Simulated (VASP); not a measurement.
Ir:

```
Ir
1.0
    -1.53954    1.53954    1.53954
     1.53954   -1.53954    1.53954
     1.53954    1.53954   -1.53954
Ir
1
Direct
  0.00000 0.00000 0.00000
```

This isn't the form of Ir at room conditions, which is fcc.

Base run:

* Program: VASP 6.6.1
* Functional: PBEsol
* Potentials or basis: VASP PAW PBE potentials, release 64 (Ir)
* Cutoff: 520 eV
* k mesh: 20 × 20 × 20
* Occupations: gaussian, width 0.5 eV
* Spin: no spin polarisation

Its results: band gap on the k mesh none (metal or under the smearing width); pressure 1.9 GPa.

Problem. The run is repeated on the same cell with these changes: cutoff from 520 eV to 700 eV; occupations from gaussian, width 0.5 eV to gaussian, width 0.1 eV. What comes out?

Solution. Band gap on the k mesh none (metal or under the smearing width); pressure 0.1 GPa.

Caveats: the PAW data sets were made with another functional, which shifts forces and pressure a little.

Not every run made on this cell is shown here.
